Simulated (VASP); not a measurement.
**Si: band structure with PBEsol**

Crystal: Si.

```
Si
1.0
     0.00000    2.71784    2.71784
     2.71784    0.00000    2.71784
     2.71784    2.71784    0.00000
Si
2
Direct
  0.00000 0.00000 0.00000
  0.25000 0.25000 0.25000
```

The cell was built by a generator and needn't be a form met in nature.

```json
{
 "Program": "VASP 6.6.1",
 "Task": "band structure",
 "Functional": "PBEsol",
 "Potentials or basis": "VASP PAW PBE potentials, release 64 (Si)",
 "Cutoff": "520 eV",
 "k mesh": "12 × 12 × 12",
 "Occupations": "gaussian, width 0.03 eV",
 "Spin": "no spin polarisation",
 "Further INCAR settings": "ALGO = Normal; EDIFF = 1e-06; NBANDS = 11"
}
```

```
Pressure                : 0.0 GPa
Band gap on the k mesh  : 0.46 eV, indirect (least direct gap 2.52 eV)
Band gap along the path : 0.46 eV, indirect (least direct gap 2.52 eV)
```

Levels at the corners of the path, in eV from the valence-band top:
```
point  band 2  band 3  band 4  band 5  band 6  band 7
    Γ    0.00    0.00    0.00    2.52    2.52    2.52
    X   -7.82   -2.87   -2.87    0.59    0.59   10.04
    X   -7.82   -2.87   -2.87    0.59    0.59   10.04
    W   -7.65   -3.90   -3.90    4.17    4.17    4.94
    W   -7.65   -3.90   -3.90    4.17    4.17    4.94
    K   -7.23   -4.35   -2.44    1.09    4.04    7.41
    K   -7.23   -4.35   -2.44    1.09    4.04    7.41
    Γ    0.00    0.00    0.00    2.52    2.52    2.52
    Γ    0.00    0.00    0.00    2.52    2.52    2.52
    L   -7.00   -1.20   -1.20    1.46    3.27    3.27
    L   -7.00   -1.20   -1.20    1.46    3.27    3.27
    U   -7.23   -4.35   -2.44    1.09    4.04    7.41
    U   -7.23   -4.35   -2.44    1.09    4.04    7.41
    W   -7.65   -3.90   -3.90    4.17    4.17    4.94
    W   -7.65   -3.90   -3.90    4.17    4.17    4.94
    L   -7.00   -1.20   -1.20    1.46    3.27    3.27
    L   -7.00   -1.20   -1.20    1.46    3.27    3.27
    K   -7.23   -4.35   -2.44    1.09    4.04    7.41
    U   -7.23   -4.35   -2.44    1.09    4.04    7.41
    X   -7.82   -2.87   -2.87    0.59    0.59   10.04
```

Core levels (eV, on the scale of the bands):
| atom | levels |
| --- | --- |
| 1 Si | 1s -1774.0, 2s -128.0, 2p -84.0 |
| 2 Si | 1s -1774.0, 2s -128.0, 2p -84.0 |

Run time: 37 s on 1 thread of Intel(R) Xeon(R) Platinum 8559C (Emerald Rapids) (shared host), peak memory 0.18 GiB.

Caveat: the PAW data sets were made with another functional, which shifts forces and pressure a little. Expect the measured gap to be larger: semilocal functionals such as PBEsol lack the derivative discontinuity.
